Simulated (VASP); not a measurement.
# MnO (P6_3mc) in VASP: a series of runs

The runs below take MnO through single point, with PBE.

Program: VASP 6.6.1. These are calculated values, not measurements. Logs are shortened: lines on timing, memory, paths and dates and some standing lists are left out, and cuts for length are marked.

## Step 1: Starting point

Symmetry: P6_3mc, No. 186, hexagonal system. The conventional cell has a = 3.372 Å, b = 3.372 Å, c = 5.385 Å, α = 90.00°, β = 90.00°, γ = 120.00°. Mn (site symmetry 3m) has 4 O at 1.96 to 2.08 Å as nearest neighbours. Around O (site symmetry 3m) lie 4 Mn at 1.96 to 2.08 Å.

Measurements of this composition are mostly on another form, of space group No. 225.

## Step 2: Single point, PBE, collinear spin, typed start

File INCAR:

```
SYSTEM = MnO
ALGO     = Normal         ! electronic algorithm
EDIFF    = 1E-6           ! SCF threshold, eV
ENCUT    = 520            ! plane-wave cutoff, eV
GGA      = PE             ! functional
ISIF     = 2              ! what is computed and relaxed
ISMEAR   = 0              ! smearing method
ISPIN    = 2              ! spin polarisation
LASPH    = .TRUE.         ! aspherical terms in the spheres
LCHARG   = .FALSE.        ! write CHGCAR
LMAXMIX  = 4              ! l up to which the mixer works
LORBIT   = 11             ! projections on sites
LREAL    = .FALSE.        ! projectors in reciprocal space
LWAVE    = .FALSE.        ! write WAVECAR
MAGMOM   = 5 -5 0 0       ! initial moments
NBANDS   = 31             ! bands
NELM     = 150            ! most SCF steps
PREC     = Accurate       ! precision mode
SIGMA    = 0.05           ! smearing width, eV
```

File KPOINTS:

```
k-points
0
G
  6 6 4
  0 0 0
```

File POSCAR:

```
MnO
1.0
    3.3717001900      0.0000000000      0.0000000000
   -1.6858500900      2.9199780200      0.0000000000
    0.0000000000      0.0000000000      5.3854988200
Mn O
2 2
Direct
    0.3333333333      0.6666666667      0.0109600000
    0.6666666667      0.3333333333      0.5109600000
    0.3333333333      0.6666666667      0.3754700000
    0.6666666667      0.3333333333      0.8754700000
```

Potentials or basis: VASP PAW PBE potentials, release 64 (Mn_pv, O).

The run is started by

```
> cat potpaw_PBE.64/Mn_pv/POTCAR potpaw_PBE.64/O/POTCAR > POTCAR
> mpirun -np 1 vasp_std > vasp.out
```

OUTCAR:

```text
SYSTEM = MnO
   EDIFF = 1E-6
   ENCUT = 520
   GGA = PE
   ISIF = 2
   ISMEAR = 0
   ISPIN = 2
   LASPH = .TRUE.
   LORBIT = 11
   LREAL = .FALSE.
   NELM = 150
   PREC = Accurate

 ion  position               nearest neighbor table
   1  0.333  0.667  0.011-   3 1.96   4 2.08   4 2.08   4 2.08
   2  0.667  0.333  0.511-   4 1.96   3 2.08   3 2.08   3 2.08
   3  0.333  0.667  0.375-   1 1.96   2 2.08   2 2.08   2 2.08
   4  0.667  0.333  0.875-   2 1.96   1 2.08   1 2.08   1 2.08

  LATTYP: Found a hexagonal cell.
 ALAT       =     3.3717001900
 C/A-ratio  =     1.5972650344

  Lattice vectors:

 A1 = (   3.3717001900,   0.0000000000,   0.0000000000)
 A2 = (  -1.6858500900,   2.9199780200,   0.0000000000)
 A3 = (   0.0000000000,   0.0000000000,   5.3854988200)

Analysis of symmetry for initial positions (statically):
=====================================================================
 Subroutine PRICEL returns:
 Original cell was already a primitive cell.

 Routine SETGRP: Setting up the symmetry group for a
 hexagonal supercell.

 Subroutine GETGRP returns: Found 12 space group operations
 (whereof  6 operations were pure point group operations)
 out of a pool of 24 trial point group operations.

The static configuration has the point symmetry C_3v.
 The point group associated with its full space group is C_6v.

Analysis of symmetry for dynamics (positions and initial velocities):
=====================================================================
 Subroutine PRICEL returns:
 Original cell was already a primitive cell.

 Routine SETGRP: Setting up the symmetry group for a
 hexagonal supercell.

 Subroutine GETGRP returns: Found 12 space group operations
 (whereof  6 operations were pure point group operations)
 out of a pool of 24 trial point group operations.

The dynamic configuration has the point symmetry C_3v.
 The point group associated with its full space group is C_6v.

Analysis of structural, dynamic, and magnetic symmetry:
=====================================================================
 Subroutine PRICEL returns:
 Original cell was already a primitive cell.

 Routine SETGRP: Setting up the symmetry group for a
 hexagonal supercell.

 Subroutine GETGRP returns: Found 12 space group operations
 (whereof  6 operations were pure point group operations)
 out of a pool of 24 trial point group operations.

The overall configuration has the point symmetry C_3v.
 The point group associated with its full space group is C_6v.

 Subroutine INISYM returns: Found 12 space group operations
 (whereof  6 operations are pure point group operations),
 and found     1 'primitive' translations

----------------------------------------------------------------------------------------

                                     Primitive cell

  volume of cell :      53.0218

  direct lattice vectors                    reciprocal lattice vectors
     3.371700190  0.000000000  0.000000000     0.296586275  0.171234165  0.000000000
    -1.685850090  2.919978020  0.000000000     0.000000000  0.342468331  0.000000000
     0.000000000  0.000000000  5.385498820     0.000000000  0.000000000  0.185683821

  length of vectors
     3.371700190  3.371700189  5.385498820     0.342468331  0.342468331  0.185683821

  position of ions in fractional coordinates (direct lattice)
     0.333333333  0.666666667  0.010960000
     0.666666667  0.333333333  0.510960000
     0.333333333  0.666666667  0.375470000
     0.666666667  0.333333333  0.875470000

  ion indices of the primitive-cell ions
   primitive index   ion index
                 1           1
                 2           2
                 3           3
                 4           4

----------------------------------------------------------------------------------------

 KPOINTS: k-points

Automatic generation of k-mesh.
 Grid dimensions read from file:
 generate k-points for:    6    6    4

 Generating k-lattice:

  Cartesian coordinates                     Fractional coordinates (reciprocal lattice)
     0.049431046  0.028539028  0.000000000     0.166666667  0.000000000  0.000000000
     0.000000000  0.057078055  0.000000000     0.000000000  0.166666667  0.000000000
     0.000000000  0.000000000  0.046420955     0.000000000  0.000000000  0.250000000

  Length of vectors
     0.057078055  0.057078055  0.046420955

  Shift w.r.t. Gamma in fractional coordinates (k-lattice)
     0.000000000  0.000000000  0.000000000

 Subroutine IBZKPT returns following result:
 ===========================================

 Found     21 irreducible k-points:

 Following reciprocal coordinates:
            Coordinates               Weight
  0.000000  0.000000  0.000000      1.000000
  0.166667 -0.000000  0.000000      6.000000
  0.333333  0.000000  0.000000      6.000000
  0.500000 -0.000000  0.000000      3.000000
  0.166667  0.166667  0.000000      6.000000
  0.333333  0.166667  0.000000     12.000000
[... 13 lines left out ...]
  0.333333  0.166667  0.500000     12.000000
  0.333333  0.333333  0.500000      2.000000
   k-points           NKPTS =     21   k-points in BZ     NKDIM =     21   number of bands    NBANDS=     31
   number of dos      NEDOS =    301   number of ions     NIONS =      4
   total plane-waves  NPLWV =  31360
   dimension x,y,z NGX =    28 NGY =   28 NGZ =   40
   dimension x,y,z NGXF=    56 NGYF=   56 NGZF=   80
   ions per type =               2   2
   NGX,Y,Z   is equivalent  to a cutoff of  13.81, 13.81, 12.35 a.u.
   NGXF,Y,Z  is equivalent  to a cutoff of  27.61, 27.61, 24.70 a.u.
 SYSTEM =  MnO
   PREC   = accura    normal or accurate (medium, high low for compatibility)
   ISTART =      0    job   : 0-new  1-cont  2-samecut
   ICHARG =      2    charge: 1-file 2-atom 10-const
   ISPIN  =      2    spin polarized calculation?
   LNONCOLLINEAR =      F non collinear calculations
   LSORBIT =      F    spin-orbit coupling
   LASPH  =      T    aspherical Exc in radial PAW
   ENCUT  =  520.0 eV  38.22 Ry    6.18 a.u.   6.27  6.27 10.01*2*pi/ulx,y,z
   NELM   =    150;   NELMIN=  2; NELMDL= -5     # of ELM steps
   EDIFF  = 0.1E-05   stopping-criterion for ELM
   LREAL  =      F    real-space projection
   EDIFFG = 0.1E-04   stopping-criterion for IOM
   NSW    =      0    number of steps for IOM
   IBRION =     -1    ionic relax: 0-MD 1-quasi-New 2-CG
   NFREE  =      0    steps in history (QN), initial steepest desc. (CG)
   ISIF   =      2    stress and relaxation
   ISYM   =      2    0-nonsym 1-usesym 2-fastsym
   POTIM  = 0.5000    time-step for ionic-motion
   TEBEG  =    0.0;   TEEND  =   0.0 temperature during run
   PSTRESS=    0.0 pullay stress
   NELECT =      38.0000    total number of electrons
   NUPDOWN=      -1.0000    fix difference up-down
   EMIN   =  10.00;   EMAX   =-10.00  energy-range for DOS
   EFERMI =   0.00;   METHOD = LEGACY
   ISMEAR =     0;   SIGMA  =   0.05  broadening in eV -4-tet -1-fermi 0-gaus
   EFERMI_NEDOS =   21; number of points for ismear=-14 and -15
   IALGO  =     38    algorithm
   IMIX   =      4    mixing-type and parameters
     AMIX     =   0.40;   BMIX     =  1.00
     AMIX_MAG =   1.60;   BMIX_MAG =  1.00
  volume/ion in A,a.u.               =      13.26        89.45
  Fermi-wavevector in a.u.,A,eV,Ry     =   1.465046  2.768535 29.202990  2.146359
  Thomas-Fermi vector in A             =   2.580949
   LORBIT       =     11    0 simple, 1 ext, 2 COOP (PROOUT), +10 PAW based schemes
   GGA     = PE    functional components
   LHFCALC =     F    Hartree Fock is set to
   AEXX    =    0.0000 exact exchange contribution
   IVDW    =     0    specifies the selected vdW correction
   LEPSILON=     F    determine dielectric tensor
   LRPA    =     F    only Hartree local field effects (RPA)
 spin polarized calculation
 Gauss-broadening in eV      SIGMA  =   0.05
  energy-cutoff  :      520.00
  volume of cell :       53.02
 maximum number of plane-waves:      1448
 NGX is ok and might be reduce to    28
   NGX = 13   NGY = 13   NGZ = 21

 number of electron      38.0000000 magnetization      -0.0000000

 number of electron      38.0000000 magnetization       0.0000000

 Free energy of the ion-electron system (eV)
  ---------------------------------------------------
  ext. energy  EPLUGINS =         0.00000000
  ---------------------------------------------------
  free energy    TOTEN  =       -33.31968918 eV

  energy without entropy =      -33.31905205  energy(sigma->0) =      -33.31937062

 E-fermi :   5.2004     XC(G=0): -10.6026

 val. band max:        5.1877295422   @ k =   0.0000   0.0000   0.5000
 cond. band min:       5.7432623353   @ k =   0.0000   0.0000   0.2500
 fundamental gap:      0.5555327931
 Fermi energy:         5.2003665116

 spin component 1

 k-point     1 :       0.0000    0.0000    0.0000
  band No.  band energies     occupation
      1     -44.6645      1.00000
      2     -44.6645      1.00000
      3     -44.6256      1.00000
      4     -40.1296      1.00000
      5     -40.0933      1.00000
      6     -40.0933      1.00000
[... 703 lines left out ...]
     30      14.8805      0.00000
     31      19.0540      0.00000
 Fermi energy:         5.2003665116

 spin component 2

 k-point     1 :       0.0000    0.0000    0.0000
  band No.  band energies     occupation
      1     -44.6645      1.00000
      2     -44.6645      1.00000
      3     -44.6256      1.00000
      4     -40.1296      1.00000
      5     -40.0933      1.00000
      6     -40.0933      1.00000
[... 703 lines left out ...]
     30      14.8805      0.00000
     31      19.0540      0.00000

------------------------ aborting loop because EDIFF is reached ----------------------------------------

  FORCE on cell =-STRESS in cart. coord.  units (eV):
  Direction    XX          YY          ZZ          XY          YZ          ZX
  --------------------------------------------------------------------------------------
  -------------------------------------------------------------------------------------
  Total       -0.1033699     -0.1033699      0.1139611     -0.0000000      0.0000000      0.0000000
  in kB       -3.1235617     -3.1235617      3.4436011     -0.0000000      0.0000000      0.0000000
  external PRESSURE =      -0.9345074 kB  Pullay stress =       0.0000000 kB

 VOLUME and BASIS-vectors are now :
 -----------------------------------------------------------------------------
  energy-cutoff  :      520.00
  volume of cell :       53.02
      direct lattice vectors                 reciprocal lattice vectors
     3.371700190  0.000000000  0.000000000     0.296586275  0.171234165  0.000000000
    -1.685850090  2.919978020  0.000000000     0.000000000  0.342468331  0.000000000
     0.000000000  0.000000000  5.385498820     0.000000000  0.000000000  0.185683821

 POSITION                                       TOTAL-FORCE (eV/Angst)
 -----------------------------------------------------------------------------------
      0.00000      1.94665      0.05903        -0.000000      0.000000     -0.114923
      1.68585      0.97333      2.75177        -0.000000     -0.000000     -0.114923
      0.00000      1.94665      2.02209        -0.000000      0.000000      0.114923
      1.68585      0.97333      4.71484         0.000000      0.000000      0.114923
 -----------------------------------------------------------------------------------
    total drift:                               -0.000000     -0.000000      0.001593

  FREE ENERGIE OF THE ION-ELECTRON SYSTEM (eV)
  ---------------------------------------------------
  free  energy   TOTEN  =       -33.3196891842 eV

  energy  without entropy=      -33.3190520530  energy(sigma->0) =      -33.31937062

 total charge

# of ion       s       p       d       tot
------------------------------------------
    1        0.234   6.223   4.982  11.439
    2        0.234   6.223   4.982  11.439
    3        1.553   3.450   0.000   5.003
    4        1.553   3.450   0.000   5.003
--------------------------------------------------
tot          3.575  19.346   9.963  32.884

 magnetization (x)

# of ion       s       p       d       tot
------------------------------------------
    1        0.025   0.050   4.153   4.228
    2       -0.025  -0.050  -4.153  -4.228
    3       -0.009  -0.066   0.000  -0.075
    4        0.009   0.066   0.000   0.075
--------------------------------------------------
tot         -0.000   0.000   0.000  -0.000
```

Run time: 62 s. Hardware: 1 thread of Intel Xeon Platinum 8259CL at 2.50GHz (Skylake/Cascade Lake), shared host; peak memory 0.22 GiB.

Results:

```yaml
Free_energy: -33.3197 eV
Pressure: -0.1 GPa
Largest_force: 0.115 eV/Å
Band_gap_on_the_k_mesh: none (metal or under the smearing width)
Net_moment: 0.00 μB per cell
Site_moments: Mn +4.23, -4.23; O -0.07, +0.07 μB
Valence_electrons_inside_the_program's_atomic_spheres: Mn 11.44; O 5.00
```

Forces on the atoms (eV/Å):
```
Mn   0.000  0.000 -0.115
Mn   0.000  0.000 -0.115
O    0.000  0.000  0.115
O    0.000  0.000  0.115
```

Caveat: semilocal functionals often make such compounds metallic where correlation or magnetic order opens a gap, which also shifts bond lengths.

## Step 3: Single point, PBE, collinear spin, twin_end start

File INCAR:

```
PREC = Accurate
ENCUT = 520
EDIFF = 1E-6
ISMEAR = 0
SIGMA = 0.05
LREAL = F
LASPH = T
NELM = 150
ALGO = Normal
ISIF = 2
LWAVE = F
LCHARG = T
ISPIN = 2
MAGMOM = 4.07 -4.07 -0.09 0.09
LORBIT = 11
LMAXMIX = 4
GGA = PE
LELF = T
LVHAR = T
NBANDS = 31
```

File KPOINTS:

```
regular mesh
0
Gamma
  6 6 4
```

POSCAR is that of step 2.

Potentials or basis: VASP PAW PBE potentials, release 64 (Mn_pv, O).

The run is started by

```
> cat potpaw_PBE.64/Mn_pv/POTCAR potpaw_PBE.64/O/POTCAR > POTCAR
> mpirun -np 1 vasp_std > vasp.out
```

OUTCAR:

```text
PREC = Accurate
   ENCUT = 520
   EDIFF = 1E-6
   ISMEAR = 0
   LREAL = F
   LASPH = T
   NELM = 150
   ISIF = 2
   ISPIN = 2
   LORBIT = 11
   GGA = PE

 ion  position               nearest neighbor table
   1  0.333  0.667  0.011-   3 1.96   4 2.08   4 2.08   4 2.08
   2  0.667  0.333  0.511-   4 1.96   3 2.08   3 2.08   3 2.08
   3  0.333  0.667  0.375-   1 1.96   2 2.08   2 2.08   2 2.08
   4  0.667  0.333  0.875-   2 1.96   1 2.08   1 2.08   1 2.08

  LATTYP: Found a hexagonal cell.
 ALAT       =     3.3717001900
[... 1656 lines left out ...]
  volume of cell :       53.02
      direct lattice vectors                 reciprocal lattice vectors
     3.371700190  0.000000000  0.000000000     0.296586275  0.171234165  0.000000000
    -1.685850090  2.919978020  0.000000000     0.000000000  0.342468331  0.000000000
     0.000000000  0.000000000  5.385498820     0.000000000  0.000000000  0.185683821

 POSITION                                       TOTAL-FORCE (eV/Angst)
 -----------------------------------------------------------------------------------
      0.00000      1.94665      0.05903        -0.000000     -0.000000     -0.115112
      1.68585      0.97333      2.75177         0.000000     -0.000000     -0.115112
      0.00000      1.94665      2.02209         0.000000      0.000000      0.115112
      1.68585      0.97333      4.71484        -0.000000     -0.000000      0.115112
 -----------------------------------------------------------------------------------
    total drift:                               -0.000000     -0.000000      0.001301

  FREE ENERGIE OF THE ION-ELECTRON SYSTEM (eV)
  ---------------------------------------------------
  free  energy   TOTEN  =       -33.3196897898 eV

  energy  without entropy=      -33.3190525919  energy(sigma->0) =      -33.31937119

 total charge

# of ion       s       p       d       tot
------------------------------------------
    1        0.234   6.223   4.982  11.439
    2        0.234   6.223   4.982  11.439
    3        1.553   3.450   0.000   5.003
    4        1.553   3.450   0.000   5.003
--------------------------------------------------
tot          3.575  19.346   9.963  32.884

 magnetization (x)

# of ion       s       p       d       tot
------------------------------------------
    1        0.025   0.050   4.153   4.228
    2       -0.025  -0.050  -4.153  -4.228
    3       -0.009  -0.066   0.000  -0.075
    4        0.009   0.066   0.000   0.075
--------------------------------------------------
tot          0.000   0.000   0.000   0.000
```

stdout:

```text
POSCAR found type information on POSCAR MnO
 POSCAR found :  2 types and       4 ions
 scaLAPACK will be used
 LDA part: xc-table for (Slater+PW92), standard interpolation
 POSCAR, INCAR and KPOINTS ok, starting setup
 FFT: planning ... GRIDC
 FFT: planning ... GRID_SOFT
 FFT: planning ... GRID
 WAVECAR not read
 entering main loop
```

It took 73 s on 1 thread of Intel Xeon Platinum 8259CL at 2.50GHz (Skylake/Cascade Lake), shared host; peak memory 0.22 GiB.

What came out:

```yaml
Free_energy: -33.3197 eV
Pressure: 0.0 GPa
Largest_force: 0.115 eV/Å
Band_gap_on_the_k_mesh: none (metal or under the smearing width)
Net_moment: 0.00 μB per cell
Site_moments: Mn +4.23, -4.23; O -0.07, +0.07 μB
Valence_electrons_inside_the_program's_atomic_spheres: Mn 11.44; O 5.00
```

Forces in eV/Å, atoms in the order of the input:
```
Mn   0.000  0.000 -0.115
Mn   0.000  0.000 -0.115
O    0.000  0.000  0.115
O    0.000  0.000  0.115
```

Levels at points of the mesh, in eV from the Fermi level:
Spin up:
| k point | band 16 | band 17 | band 18 | band 19 | band 20 | band 21 | band 22 | band 23 |
| --- | --- | --- | --- | --- | --- | --- | --- | --- |
| (0.00, 0.00, 0.00) | -2.02 | -0.84 | -0.18 | -0.09 | -0.09 | 2.15 | 2.15 | 3.09 |
| (0.50, 0.00, 0.00) | -1.84 | -1.69 | -1.50 | -0.71 | 1.65 | 2.18 | 2.33 | 2.56 |
| (0.00, 0.00, 0.50) | -1.93 | -0.59 | -0.01 | -0.01 | 1.86 | 2.07 | 2.15 | 2.15 |
| (0.50, 0.00, 0.50) | -1.82 | -1.65 | -0.70 | -0.65 | 1.69 | 2.05 | 2.39 | 2.80 |
Spin down:
```tsv
k point	band 17	band 18	band 19	band 20	band 21	band 22
(0.00, 0.00, 0.00)	-0.84	-0.18	-0.09	-0.09	2.15	2.15
(0.50, 0.00, 0.00)	-1.69	-1.50	-0.71	1.65	2.18	2.33
(0.00, 0.00, 0.50)	-0.59	-0.01	-0.01	1.86	2.07	2.15
(0.50, 0.00, 0.50)	-1.65	-0.70	-0.65	1.69	2.05	2.39
```

Caveat: semilocal functionals often make such compounds metallic where correlation or magnetic order opens a gap, which also shifts bond lengths.
